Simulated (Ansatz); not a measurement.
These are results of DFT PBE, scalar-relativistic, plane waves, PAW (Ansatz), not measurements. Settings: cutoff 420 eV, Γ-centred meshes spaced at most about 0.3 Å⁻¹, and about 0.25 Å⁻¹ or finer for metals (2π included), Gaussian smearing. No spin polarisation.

Temperature and zero-point effects are left out.

Question: Which of these relaxed structures of Sn₄Se₃ is the lowest in energy?
A.

```xyz
14
Lattice="4.2855 0.0000 0.0000 0.0000 4.2855 0.0000 0.0000 0.0000 21.7602" Properties=species:S:1:pos:R:3 pbc="T T T"
Sn    2.1427    2.1427    0.0000
Sn    0.0000    0.0000    0.0000
Sn    2.1427    0.0000    6.1318
Sn    2.1427    0.0000   12.3148
Sn    2.1427    0.0000   18.5189
Sn    0.0000    2.1427    3.2413
Sn    0.0000    2.1427    9.4455
Sn    0.0000    2.1427   15.6284
Se    2.1427    0.0000    9.4784
Se    2.1427    0.0000    3.3208
Se    2.1427    0.0000   15.6715
Se    0.0000    2.1427    6.0887
Se    0.0000    2.1427   12.2818
Se    0.0000    2.1427   18.4394
```

B.

```xyz
7
Lattice="6.0240 0.0000 0.0000 0.0000 6.0240 0.0000 0.0000 0.0000 6.0240" Properties=species:S:1:pos:R:3 pbc="T T T"
Sn    4.1971    4.1971    4.1971
Sn    1.8269    1.8269    4.1971
Sn    1.8269    4.1971    1.8269
Sn    4.1971    1.8269    1.8269
Se    0.0000    0.0000    3.0120
Se    3.0120    0.0000    0.0000
Se    0.0000    3.0120    0.0000
```

C.

```xyz
14
Lattice="-4.5702 4.5702 4.5702 4.5702 -4.5702 4.5702 4.5702 4.5702 -4.5702" Properties=species:S:1:pos:R:3 pbc="T T T"
Sn    1.6968    6.2670   -1.6968
Sn   -1.6968    1.6968    6.2670
Sn    0.5883    0.5883    0.5883
Sn    6.2670   -1.6968    1.6968
Sn    0.5883   -0.5883    3.9819
Sn    2.8734    2.8734    2.8734
Sn    3.9819    0.5883   -0.5883
Sn   -0.5883    3.9819    0.5883
Se    0.0000    2.2851    3.4276
Se    6.8553    1.1425    0.0000
Se    1.1425    0.0000    6.8553
Se    0.0000    6.8553    1.1425
Se    3.4276    0.0000    2.2851
Se    2.2851    3.4276    0.0000
```

Answer: A. The next of these, B, lies 107 meV/atom higher. Forms: A P4/nmm; B P-43m; C I-43d. Counting Se atoms around Sn (those within 1.25 times the shortest such distance or 1.15 times the sum of covalent radii, 1.27 where that leaves under three; a plus sign parts nearer from farther groups; the shortest distance is added where it exceeds 1.18 times the sum of covalent radii; a slash parts the counts of unlike sites): A has Sn 4 from 4.0 Å/5/5+1; B has Sn 3; C has Sn 3+3. All come from invented guesses.

The k mesh leaves some 4 meV/atom of noise in the energy of each metallic cell. Cells relaxed within their symmetry can be saddle points. Some structure types and database cells were kept out of the candidates from the start, so a known form may be missing.
